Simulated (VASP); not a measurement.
# TiO2 (Anatase) in VASP: notebook, part 2 of 2

VASP 6.6.1. The steps go on from the part before.

## Step 4: Single point, PBE

INCAR

```
SYSTEM = TiO2
  PREC = Accurate
  ENCUT = 460
  EDIFF = 1E-4
  ISMEAR = 0
  SIGMA = 0.05
  LREAL = .False.
  LASPH = .True.
  NELM = 100
  ALGO = Normal
  ISIF = 2
  LWAVE = .False.
  LCHARG = .False.
  GGA = PE
  ADDGRID = .False.
```

KPOINTS

```
regular mesh
0
Gamma
  5 5 5
  0 0 0
```

POSCAR

```
TiO2
1.0
   -1.8921000000      1.8921000000      4.7573000000
    1.8921000000     -1.8921000000      4.7573000000
    1.8921000000      1.8921000000     -4.7573000000
Ti O
2 4
Direct
    0.7634100000      0.2505420000      0.5022120000
    0.0240310000     -0.0225460000     -0.0109780000
    0.8032660000      0.7916050000      0.0039110000
    0.5255800000      0.0234350000      0.4817660000
    0.9615640000      0.4693800000      0.5068500000
    0.1853180000      0.2146180000     -0.0384270000
```

Potentials or basis: VASP PAW PBE potentials, release 64 (Ti, O).

Launch:

```
cat potpaw_PBE.64/Ti/POTCAR potpaw_PBE.64/O/POTCAR > POTCAR
mpirun -np 1 vasp_std > vasp.out
```

OUTCAR:

```text
SYSTEM = TiO2
   PREC = Accurate
   ENCUT = 460
   EDIFF = 1E-4
   ISMEAR = 0
   LREAL = .False.
   LASPH = .True.
   NELM = 100
   ISIF = 2
   GGA = PE

 Found     63 irreducible k-points:

 Following reciprocal coordinates:
            Coordinates               Weight
  0.000000  0.000000  0.000000      1.000000
  0.200000 -0.000000  0.000000      2.000000
 -0.000000  0.200000  0.000000      2.000000
 -0.000000  0.200000 -0.200000      2.000000
  0.200000 -0.000000 -0.200000      2.000000
[... 221 lines left out ...]
  -------------------------------------------------------------------------------------
  Total        5.2875658      7.5631912      1.1048480      0.1874106      0.3611659      0.4111901
  in kB      124.3534013    177.8717432     25.9839035      4.4075385      8.4939296      9.6704015
  external PRESSURE =     109.4030160 kB  Pullay stress =       0.0000000 kB

 VOLUME and BASIS-vectors are now :
 -----------------------------------------------------------------------------
  energy-cutoff  :      460.00
  volume of cell :       68.13
      direct lattice vectors                 reciprocal lattice vectors
    -1.892100000  1.892100000  4.757300000     0.000000000  0.264256646  0.105101633
     1.892100000 -1.892100000  4.757300000     0.264256646  0.000000000  0.105101633
     1.892100000  1.892100000 -4.757300000     0.264256646  0.264256646  0.000000000

 POSITION                                       TOTAL-FORCE (eV/Angst)
 -----------------------------------------------------------------------------------
     -0.02016      1.92063      2.43450         0.093568     -1.693750      0.030018
      3.67530      0.06736      0.05929         1.314546     -0.985473     -0.405751
     -0.01466      0.02946      7.56867         0.151544     -0.552333     -0.024179
     -0.03856      1.86166      0.31992         0.274054      0.588933      1.248215
      0.02775      1.89027      4.39619        -1.813592     -0.239843      0.138445
      1.87483      1.76395     -2.67188        -0.020120      2.882466     -0.986748
 -----------------------------------------------------------------------------------
    total drift:                               -0.000199      0.000370      0.001037

  FREE ENERGIE OF THE ION-ELECTRON SYSTEM (eV)
  ---------------------------------------------------
  free  energy   TOTEN  =       -52.5120313480 eV

  energy  without entropy=      -52.5120313480  energy(sigma->0) =      -52.51203135
```

OSZICAR:

```text
N       E                     dE             d eps       ncg     rms          rms(c)
DAV:   1     0.375752090875E+03    0.37575E+03   -0.13542E+04  2520   0.143E+03
DAV:   2    -0.872448010204E+00   -0.37662E+03   -0.36553E+03  3392   0.356E+02
DAV:   3    -0.671320736706E+02   -0.66260E+02   -0.65025E+02  3216   0.182E+02
DAV:   4    -0.697367088853E+02   -0.26046E+01   -0.26003E+01  3180   0.418E+01
DAV:   5    -0.698154642493E+02   -0.78755E-01   -0.78732E-01  3160   0.704E+00    0.462E+01
DAV:   6    -0.537596942226E+02    0.16056E+02   -0.11694E+02  3616   0.767E+01    0.151E+01
DAV:   7    -0.530237609387E+02    0.73593E+00   -0.19757E+01  3960   0.384E+01    0.143E+01
DAV:   8    -0.528507832254E+02    0.17298E+00   -0.80230E+00  3124   0.253E+01    0.720E+00
DAV:   9    -0.525068332452E+02    0.34395E+00   -0.21777E+00  3152   0.138E+01    0.429E-01
DAV:  10    -0.525124433078E+02   -0.56101E-02   -0.61686E-02  3004   0.185E+00    0.369E-01
DAV:  11    -0.525148057034E+02   -0.23624E-02   -0.36931E-02  3048   0.131E+00    0.449E-01
DAV:  12    -0.525120225654E+02    0.27831E-02   -0.15489E-02  3768   0.106E+00    0.608E-02
DAV:  13    -0.525120313480E+02   -0.87825E-05   -0.58315E-04  2880   0.168E-01
   1 F= -.52512031E+02 E0= -.52512031E+02  d E =-.482986E-16
```

It took 54 s on 1 thread of Intel Xeon 6975P-C (Granite Rapids), shared host; peak memory 0.26 GiB.

The run converged, but some of its settings lie outside the range that counts as converged, so its numbers aren't taken as properties of the crystal.

Results:

```yaml
Free_energy: -52.5120 eV
Pressure: 10.9 GPa
Largest_force: 3.047 eV/Å
Band_gap_on_the_k_mesh: 2.22 eV, indirect (least direct gap 2.63 eV)
```

Caveat: the k mesh is coarse (spacing up to 0.47 Å⁻¹), so the values aren't converged; the cutoff is under 1.25 times the usual one of these potentials, so pressure, stress and relaxed cells hold a basis-set (Pulay) error; an odd mesh through Γ misses points on the zone boundary, where band edges often lie.

## Step 5: Single point, PBE

INCAR, as its differences from that of step 4:

```diff
@@ -3,3 +3,3 @@
   ENCUT = 460
-  EDIFF = 1E-4
+  EDIFF = 1E-6
   ISMEAR = 0
```

KPOINTS is that of step 4.

POSCAR is that of step 4.

Launch:

```
cat potpaw_PBE.64/Ti/POTCAR potpaw_PBE.64/O/POTCAR > POTCAR
mpirun -np 1 vasp_std > vasp.out
```

Run time: 61 s. Hardware: 1 thread of Intel Xeon 6975P-C (Granite Rapids), shared host; peak memory 0.26 GiB.

The run converged, but some of its settings lie outside the range that counts as converged, so its numbers aren't taken as properties of the crystal.

What came out:

```
Free energy            : -52.5120 eV
Pressure               : 11.0 GPa
Largest force          : 3.045 eV/Å
Band gap on the k mesh : 2.22 eV, indirect (least direct gap 2.63 eV)
```

Caveat: the k mesh is coarse (spacing up to 0.47 Å⁻¹), so the values aren't converged; the cutoff is under 1.25 times the usual one of these potentials, so pressure, stress and relaxed cells hold a basis-set (Pulay) error; an odd mesh through Γ misses points on the zone boundary, where band edges often lie.

## Step 6: Single point, PBE

INCAR, as its differences from that of step 5:

```diff
@@ -3,3 +3,3 @@
   ENCUT = 460
-  EDIFF = 1E-6
+  EDIFF = 1E-7
   ISMEAR = 0
@@ -7,3 +7,3 @@
   LREAL = .False.
-  LASPH = .True.
+  LASPH = .False.
   NELM = 100
```

KPOINTS is that of step 5.

POSCAR is that of step 5.

Potentials or basis: VASP PAW PBE potentials, release 64 (Ti, O).

Launch:

```
cat potpaw_PBE.64/Ti/POTCAR potpaw_PBE.64/O/POTCAR > POTCAR
mpirun -np 1 vasp_std > vasp.out
```

Wall time 70 s (1 thread of Intel Xeon 6975P-C (Granite Rapids), shared host); peak memory 0.28 GiB.

These settings aren't checked as converged: the numbers below hold their error.

Results:

```yaml
Free_energy: -52.5130 eV
Pressure: 11.0 GPa
Largest_force: 3.030 eV/Å
Band_gap_on_the_k_mesh: 2.21 eV, indirect (least direct gap 2.63 eV)
```

Caveat: the k mesh is coarse (spacing up to 0.47 Å⁻¹), so the values aren't converged; the cutoff is under 1.25 times the usual one of these potentials, so pressure, stress and relaxed cells hold a basis-set (Pulay) error; an odd mesh through Γ misses points on the zone boundary, where band edges often lie.

## Step 7: The reference run

An earlier run on the cell as given: functional PBEsol; potentials or basis VASP PAW PBE potentials, release 64 (Ti_sv, O); cutoff 520 eV; k mesh 10 × 10 × 10; occupations fermi-dirac, width 0.05 eV; no spin polarisation.

- Pressure: -0.4 GPa
- Largest force: 0.012 eV/Å
- Band gap on the k mesh: 2.06 eV, indirect (least direct gap 2.40 eV)
